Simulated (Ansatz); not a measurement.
# Convergence test, Ta2N

Theory: DFT PBE, scalar-relativistic, plane waves, PAW in Ansatz 0.2.0.

```cif
data_structure
_symmetry_space_group_name_H-M 'P 1'
_symmetry_Int_Tables_number 1
_cell_length_a 5.3147
_cell_length_b 5.2661
_cell_length_c 4.8387
_cell_angle_alpha 90.919
_cell_angle_beta 89.635
_cell_angle_gamma 121.267
_cell_volume 115.74
loop_
_atom_site_label
_atom_site_type_symbol
_atom_site_fract_x
_atom_site_fract_y
_atom_site_fract_z
_atom_site_occupancy
Ta1 Ta 0.65001 0.66165 0.76008 1
Ta2 Ta 0.99825 0.33377 0.75076 1
Ta3 Ta 0.34075 0.00701 0.75912 1
Ta4 Ta 0.33348 0.34103 0.26590 1
Ta5 Ta 0.00167 0.66934 0.25091 1
Ta6 Ta 0.67058 0.99935 0.25512 1
N1 N 0.67119 0.33554 0.51233 1
N2 N 0.32214 0.65787 0.49507 1
N3 N 0.00746 0.00664 0.99352 1
```

The Γ-centred k-mesh is 6×6×6. The occupation rule is Gaussian smearing, 0.1 eV, the spin treatment is unpolarised and the valence charge of the PAW sets is Ta 13, N 5.

The atoms are held and the plane-wave cutoff is swept. Energies are extrapolated to zero smearing and count from the reference run, 600 eV. The cell was strained and its atoms displaced at random, so that forces don't vanish. Spin–orbit coupling is left out. Pressure is positive in compression and holds a correction for the finite cutoff (Pulay stress).

Times are rough; the reference took 87 s on 2 threads of Intel(R) Xeon(R) Processor @ 2.50GHz (Skylake/Cascade Lake) (shared host), peak memory 1 GiB.

| cutoff (eV) | ΔE (meV/atom) | P (GPa) | largest change of a force component (eV/Å) | plane waves at Γ | wall time (s) |
| --- | --- | --- | --- | --- | --- |
| 200 | 1833 | 20.24 | 0.365 | 739 | 22 |
| 250 | 406 | 14.84 | 0.040 | 1029 | 28 |
| 300 | 101 | 15.72 | 0.008 | 1373 | 35 |
| 350 | 24.3 | 15.78 | 0.002 | 1707 | 55 |
| 420 | 2.15 | 15.78 | 0.000 | 2249 | 56 |
| 600 | 0.00 | 15.77 | 0.000 | 3885 | 87 |